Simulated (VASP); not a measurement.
# Cs (C2/m) in VASP: further runs

Runs on Cs. Level: PBEsol. Tasks: single point.

Everything below comes from runs of VASP 6.6.1. Logs are shortened: lines on timing, memory, paths and dates and some standing lists are left out, and cuts for length are marked.

### Step 1. The structure

Symmetry: C2/m, No. 12, monoclinic system. The conventional cell has a = 6.038 Å, b = 8.676 Å, c = 5.110 Å, α = 90.00°, β = 120.26°, γ = 90.00°.

This isn't the form of Cs at room conditions, which is bcc.

### Step 2. Single point, PBEsol

INCAR

```
ADDGRID = False
ALGO = Normal
EDIFF = 1E-6
ENCUT = 350
GGA = PS
ISIF = 2
ISMEAR = 1
LASPH = True
LCHARG = False
LREAL = False
LWAVE = False
NELM = 100
PREC = Accurate
SIGMA = 0.1
```

KPOINTS

```
k-points
0
Gamma
  11 11 11
```

POSCAR

```
Cs
1.0
    3.0190110000     -4.3381320000      0.0000000000
    3.0190110000      4.3381320000      0.0000000000
   -2.5749360000      0.0000000000      4.4138870000
Cs
1
Direct
    0.0000000000      0.0000000000      0.5000000000
```

Potentials or basis: VASP PAW PBE potentials, release 64 (Cs_sv).

Command:

```console
$ cat potpaw_PBE.64/Cs_sv/POTCAR > POTCAR
$ mpirun -np 1 vasp_std > vasp.out
```

OUTCAR:

```text
EDIFF = 1E-6
   ENCUT = 350
   GGA = PS
   ISIF = 2
   ISMEAR = 1
   LASPH = True
   LREAL = False
   NELM = 100
   PREC = Accurate

 Found    366 irreducible k-points:

 Following reciprocal coordinates:
            Coordinates               Weight
  0.000000  0.000000  0.000000      1.000000
  0.090909  0.000000  0.000000      4.000000
  0.181818  0.000000  0.000000      4.000000
  0.272727 -0.000000  0.000000      4.000000
  0.363636  0.000000  0.000000      4.000000
  0.454545  0.000000 -0.000000      4.000000
   k-points           NKPTS =    366   k-points in BZ     NKDIM =    366   number of bands    NBANDS=      8
   number of dos      NEDOS =    301   number of ions     NIONS =      1
   total plane-waves  NPLWV =  32768
   dimension x,y,z NGX =    32 NGY =   32 NGZ =   32
   dimension x,y,z NGXF=    64 NGYF=   64 NGZF=   64
   ions per type =               1
   NGX,Y,Z   is equivalent  to a cutoff of  10.07, 10.07, 10.41 a.u.
   NGXF,Y,Z  is equivalent  to a cutoff of  20.13, 20.13, 20.82 a.u.
 SYSTEM =  unknown system
   PREC   = accura    normal or accurate (medium, high low for compatibility)
   ISTART =      0    job   : 0-new  1-cont  2-samecut
   ICHARG =      2    charge: 1-file 2-atom 10-const
   ISPIN  =      1    spin polarized calculation?
   LNONCOLLINEAR =      F non collinear calculations
   LSORBIT =      F    spin-orbit coupling
   LASPH  =      T    aspherical Exc in radial PAW
   ENCUT  =  350.0 eV  25.72 Ry    5.07 a.u.   8.06  8.06  7.80*2*pi/ulx,y,z
   NELM   =    100;   NELMIN=  2; NELMDL= -5     # of ELM steps
   EDIFF  = 0.1E-05   stopping-criterion for ELM
   LREAL  =      F    real-space projection
   EDIFFG = 0.1E-04   stopping-criterion for IOM
   NSW    =      0    number of steps for IOM
   IBRION =     -1    ionic relax: 0-MD 1-quasi-New 2-CG
   NFREE  =      0    steps in history (QN), initial steepest desc. (CG)
   ISIF   =      2    stress and relaxation
   ISYM   =      2    0-nonsym 1-usesym 2-fastsym
   POTIM  = 0.5000    time-step for ionic-motion
   TEBEG  =    0.0;   TEEND  =   0.0 temperature during run
   PSTRESS=    0.0 pullay stress
   NELECT =       9.0000    total number of electrons
   NUPDOWN=      -1.0000    fix difference up-down
   EMIN   =  10.00;   EMAX   =-10.00  energy-range for DOS
   EFERMI =   0.00;   METHOD = LEGACY
   ISMEAR =     1;   SIGMA  =   0.10  broadening in eV -4-tet -1-fermi 0-gaus
   EFERMI_NEDOS =   21; number of points for ismear=-14 and -15
   IALGO  =     38    algorithm
   IMIX   =      4    mixing-type and parameters
     AMIX     =   0.40;   BMIX     =  1.00
     AMIX_MAG =   1.60;   BMIX_MAG =  1.00
  volume/ion in A,a.u.               =     115.62       780.22
  Fermi-wavevector in a.u.,A,eV,Ry     =   0.699009  1.320936  6.647992  0.488614
  Thomas-Fermi vector in A             =   1.782770
   LORBIT       =      0    0 simple, 1 ext, 2 COOP (PROOUT), +10 PAW based schemes
   GGA     = PS    functional components
   LHFCALC =     F    Hartree Fock is set to
   AEXX    =    0.0000 exact exchange contribution
   IVDW    =     0    specifies the selected vdW correction
   LEPSILON=     F    determine dielectric tensor
   LRPA    =     F    only Hartree local field effects (RPA)
 non-spin polarized calculation
 Methfessel and Paxton  Order N= 1 SIGMA  =   0.10
  energy-cutoff  :      350.00
  volume of cell :      115.62
 maximum number of plane-waves:      1734
   NGX = 17   NGY = 17   NGZ = 15

 number of electron       8.9999996 magnetization

 Free energy of the ion-electron system (eV)
  ---------------------------------------------------
  ext. energy  EPLUGINS =         0.00000000
  ---------------------------------------------------
  free energy    TOTEN  =        -0.93559138 eV

  energy without entropy =       -0.93561415  energy(sigma->0) =       -0.93559897

 E-fermi :   0.3646     XC(G=0):  -5.4629

 val. band max:        0.3592265035   @ k =  -0.1818   0.0909   0.4545
 cond. band min:       0.3697928048   @ k =   0.2727   0.0909   0.1818
 fundamental gap:      0.0105663013
 Fermi energy:         0.3646056203

 k-point     1 :       0.0000    0.0000    0.0000
  band No.  band energies     occupation
      1     -23.4961      2.00000
      2     -10.2246      2.00000
      3     -10.2157      2.00000
      4     -10.2068      2.00000
      5      -1.3161      2.00000
      6       2.6113      0.00000
      7       2.7689      0.00000
      8       3.0694      0.00000

 k-point     2 :       0.0909    0.0000    0.0000
  band No.  band energies     occupation
      1     -23.4957      2.00000
      2     -10.2324      2.00000
      3     -10.2198      2.00000
      4     -10.2076      2.00000
      5      -1.2306      2.00000
      6       2.5477      0.00000
      7       2.6657      0.00000
      8       3.0977      0.00000

 k-point     3 :       0.1818    0.0000    0.0000
  band No.  band energies     occupation
      1     -23.4946      2.00000
      2     -10.2580      2.00000
      3     -10.2270      2.00000
      4     -10.2088      2.00000
      5      -0.9839      2.00000
      6       2.3023     -0.00000
      7       2.3997      0.00000
      8       3.3020      0.00000

 k-point     4 :       0.2727   -0.0000    0.0000
  band No.  band energies     occupation
      1     -23.4931      2.00000
      2     -10.2925      2.00000
      3     -10.2354      2.00000
      4     -10.2099      2.00000
      5      -0.6055      2.00000
      6       1.8817     -0.00000
      7       2.2048     -0.00000
      8       3.6703      0.00000

 k-point     5 :       0.3636    0.0000    0.0000
  band No.  band energies     occupation
      1     -23.4918      2.00000
      2     -10.3238      2.00000
      3     -10.2429      2.00000
      4     -10.2107      2.00000
      5      -0.1529      2.00000
      6       1.4879     -0.00000
      7       2.0506     -0.00000
      8       3.8681      0.00000

 k-point     6 :       0.4545    0.0000   -0.0000
  band No.  band energies     occupation
      1     -23.4910      2.00000
      2     -10.3421      2.00000
      3     -10.2474      2.00000
      4     -10.2112      2.00000
      5       0.2468      2.07021
      6       1.1714     -0.00000
      7       1.9662     -0.00000
      8       3.7778      0.00000

 [... further k-points ...]
[... 5 lines left out ...]
  --------------------------------------------------------------------------------------
  -------------------------------------------------------------------------------------
  Total       -0.0968987     -0.0924921     -0.0920771      0.0000000      0.0000000     -0.1011197
  in kB       -1.3427959     -1.2817307     -1.2759790      0.0000000      0.0000000     -1.4012883
  external PRESSURE =      -1.3001685 kB  Pullay stress =       0.0000000 kB

 VOLUME and BASIS-vectors are now :
 -----------------------------------------------------------------------------
  energy-cutoff  :      350.00
  volume of cell :      115.62
      direct lattice vectors                 reciprocal lattice vectors
     3.019011000 -4.338132000  0.000000000     0.165617151 -0.115256982  0.096616330
     3.019011000  4.338132000  0.000000000     0.165617151  0.115256982  0.096616330
    -2.574936000  0.000000000  4.413887000     0.000000000  0.000000000  0.226557680

 POSITION                                       TOTAL-FORCE (eV/Angst)
 -----------------------------------------------------------------------------------
     -1.28747      0.00000      2.20694         0.000000     -0.000000      0.000000
 -----------------------------------------------------------------------------------
    total drift:                               -0.000000     -0.000000      0.000000

  FREE ENERGIE OF THE ION-ELECTRON SYSTEM (eV)
  ---------------------------------------------------
  free  energy   TOTEN  =        -0.9355913778 eV

  energy  without entropy=       -0.9356141477  energy(sigma->0) =       -0.93559897
```

Wall time 81 s (1 thread of Intel Xeon Platinum 8488C (Sapphire Rapids), shared host); peak memory 0.31 GiB.

The run converged, but some of its settings lie outside the range that counts as converged, so its numbers aren't taken as properties of the crystal.

Results:

```yaml
Free_energy: -0.9356 eV
Pressure: -0.1 GPa
Band_gap_on_the_k_mesh: none (metal or under the smearing width)
```

Caveat: the PAW data sets were made with another functional, which shifts forces and pressure a little.

### Step 3. Single point, PBEsol

INCAR is that of step 2.

KPOINTS is that of step 2.

POSCAR

```
Cs
1.0
    3.0286440000     -4.4025590000     -0.0553060000
    2.9811710000      4.3695220000      0.0984760000
   -2.5313490000      0.0923220000      4.3694900000
Cs
1
Direct
   -0.0054440000      0.0010830000      0.4979030000
```

Potentials or basis: VASP PAW PBE potentials, release 64 (Cs_sv).

Command:

```console
$ cat potpaw_PBE.64/Cs_sv/POTCAR > POTCAR
$ mpirun -np 1 vasp_std > vasp.out
```

OUTCAR:

```text
EDIFF = 1E-6
   ENCUT = 350
   GGA = PS
   ISIF = 2
   ISMEAR = 1
   LASPH = True
   LREAL = False
   NELM = 100
   PREC = Accurate

 Found    666 irreducible k-points:

 Following reciprocal coordinates:
            Coordinates               Weight
  0.000000  0.000000  0.000000      1.000000
  0.090909  0.000000  0.000000      2.000000
  0.181818  0.000000  0.000000      2.000000
  0.272727  0.000000 -0.000000      2.000000
  0.363636  0.000000 -0.000000      2.000000
  0.454545  0.000000 -0.000000      2.000000
   k-points           NKPTS =    666   k-points in BZ     NKDIM =    666   number of bands    NBANDS=      8
   number of dos      NEDOS =    301   number of ions     NIONS =      1
   total plane-waves  NPLWV =  36864
   dimension x,y,z NGX =    36 NGY =   32 NGZ =   32
   dimension x,y,z NGXF=    72 NGYF=   64 NGZF=   64
   ions per type =               1
   NGX,Y,Z   is equivalent  to a cutoff of  11.20, 10.06, 10.53 a.u.
   NGXF,Y,Z  is equivalent  to a cutoff of  22.40, 20.11, 21.07 a.u.
 SYSTEM =  unknown system
   PREC   = accura    normal or accurate (medium, high low for compatibility)
   ISTART =      0    job   : 0-new  1-cont  2-samecut
   ICHARG =      2    charge: 1-file 2-atom 10-const
   ISPIN  =      1    spin polarized calculation?
   LNONCOLLINEAR =      F non collinear calculations
   LSORBIT =      F    spin-orbit coupling
   LASPH  =      T    aspherical Exc in radial PAW
   ENCUT  =  350.0 eV  25.72 Ry    5.07 a.u.   8.15  8.07  7.70*2*pi/ulx,y,z
   NELM   =    100;   NELMIN=  2; NELMDL= -5     # of ELM steps
   EDIFF  = 0.1E-05   stopping-criterion for ELM
   LREAL  =      F    real-space projection
   EDIFFG = 0.1E-04   stopping-criterion for IOM
   NSW    =      0    number of steps for IOM
   IBRION =     -1    ionic relax: 0-MD 1-quasi-New 2-CG
   NFREE  =      0    steps in history (QN), initial steepest desc. (CG)
   ISIF   =      2    stress and relaxation
   ISYM   =      2    0-nonsym 1-usesym 2-fastsym
   POTIM  = 0.5000    time-step for ionic-motion
   TEBEG  =    0.0;   TEEND  =   0.0 temperature during run
   PSTRESS=    0.0 pullay stress
   NELECT =       9.0000    total number of electrons
   NUPDOWN=      -1.0000    fix difference up-down
   EMIN   =  10.00;   EMAX   =-10.00  energy-range for DOS
   EFERMI =   0.00;   METHOD = LEGACY
   ISMEAR =     1;   SIGMA  =   0.10  broadening in eV -4-tet -1-fermi 0-gaus
   EFERMI_NEDOS =   21; number of points for ismear=-14 and -15
   IALGO  =     38    algorithm
   IMIX   =      4    mixing-type and parameters
     AMIX     =   0.40;   BMIX     =  1.00
     AMIX_MAG =   1.60;   BMIX_MAG =  1.00
  volume/ion in A,a.u.               =     115.62       780.22
  Fermi-wavevector in a.u.,A,eV,Ry     =   0.699009  1.320935  6.647991  0.488614
  Thomas-Fermi vector in A             =   1.782770
   LORBIT       =      0    0 simple, 1 ext, 2 COOP (PROOUT), +10 PAW based schemes
   GGA     = PS    functional components
   LHFCALC =     F    Hartree Fock is set to
   AEXX    =    0.0000 exact exchange contribution
   IVDW    =     0    specifies the selected vdW correction
   LEPSILON=     F    determine dielectric tensor
   LRPA    =     F    only Hartree local field effects (RPA)
 non-spin polarized calculation
 Methfessel and Paxton  Order N= 1 SIGMA  =   0.10
  energy-cutoff  :      350.00
  volume of cell :      115.62
 maximum number of plane-waves:      1734
 NGX is ok and might be reduce to    36
   NGX = 17   NGY = 17   NGZ = 15

 number of electron       9.0000000 magnetization

 Free energy of the ion-electron system (eV)
  ---------------------------------------------------
  ext. energy  EPLUGINS =         0.00000000
  ---------------------------------------------------
  free energy    TOTEN  =        -0.93372447 eV

  energy without entropy =       -0.93370712  energy(sigma->0) =       -0.93371868

 E-fermi :   0.3653     XC(G=0):  -5.4627

 val. band max:        0.3645614663   @ k =  -0.2727   0.0909   0.4545
 cond. band min:       0.3677524200   @ k =   0.2727   0.1818   0.0909
 fundamental gap:      0.0031909538
 Fermi energy:         0.3652853179

 k-point     1 :       0.0000    0.0000    0.0000
  band No.  band energies     occupation
      1     -23.4982      2.00000
      2     -10.2272      2.00000
      3     -10.2195      2.00000
      4     -10.2049      2.00000
      5      -1.3156      2.00000
      6       2.5612      0.00000
      7       2.7982      0.00000
      8       3.0523      0.00000
[... 45 lines left out ...]
 k-point     6 :       0.4545    0.0000   -0.0000
  band No.  band energies     occupation
      1     -23.4935      2.00000
      2     -10.3390      2.00000
      3     -10.2492      2.00000
      4     -10.2124      2.00000
      5       0.2457      2.07066
      6       1.1696     -0.00000
      7       1.8852     -0.00000
      8       3.9276      0.00000

 [... further k-points ...]
[... 5 lines left out ...]
  --------------------------------------------------------------------------------------
  -------------------------------------------------------------------------------------
  Total       -0.0974910     -0.1139441     -0.0633949      0.0077789     -0.0031024     -0.1168839
  in kB       -1.3510031     -1.5790060     -0.8785084      0.1077985     -0.0429927     -1.6197453
  external PRESSURE =      -1.2695058 kB  Pullay stress =       0.0000000 kB

 VOLUME and BASIS-vectors are now :
 -----------------------------------------------------------------------------
  energy-cutoff  :      350.00
  volume of cell :      115.62
      direct lattice vectors                 reciprocal lattice vectors
     3.028644000 -4.402559000 -0.055306000     0.165058960 -0.114823640  0.098048647
     2.981171000  4.369522000  0.098476000     0.166342001  0.113250823  0.093973007
    -2.531349000  0.092322000  4.369490000    -0.001659677 -0.004005713  0.227982806

 POSITION                                       TOTAL-FORCE (eV/Angst)
 -----------------------------------------------------------------------------------
      1.75502     -4.32789      2.12068         0.000000      0.000000      0.000000
 -----------------------------------------------------------------------------------
    total drift:                               -0.000008      0.000001     -0.000010

  FREE ENERGIE OF THE ION-ELECTRON SYSTEM (eV)
  ---------------------------------------------------
  free  energy   TOTEN  =        -0.9337244653 eV

  energy  without entropy=       -0.9337071224  energy(sigma->0) =       -0.93371868
```

stdout:

```text
POSCAR found type information on POSCAR Cs
 POSCAR found :  1 types and       1 ions
 scaLAPACK will be used
 -----------------------------------------------------------------------------
|                                                                             |
|                                                                             |
|     You enforced a specific xc type in the INCAR file but a different       |
|     I HOPE YOU KNOW WHAT YOU ARE DOING!                                     |
|                                                                             |
 -----------------------------------------------------------------------------

 LDA part: xc-table for (Slater+PW92), standard interpolation
 POSCAR, INCAR and KPOINTS ok, starting setup
 FFT: planning ... GRIDC
 FFT: planning ... GRID_SOFT
 FFT: planning ... GRID
 WAVECAR not read
 entering main loop
```

Wall time 2.6 min (1 thread of Intel Xeon Platinum 8488C (Sapphire Rapids), shared host); peak memory 0.45 GiB.

The run converged, but some of its settings lie outside the range that counts as converged, so its numbers aren't taken as properties of the crystal.

What came out:

| Property | Result |
| --- | --- |
| Free energy | -0.9337 eV |
| Pressure | -0.1 GPa |
| Band gap on the k mesh | none (metal or under the smearing width) |

Caveat: the PAW data sets were made with another functional, which shifts forces and pressure a little.

(Part 1 of 2 ends here.)
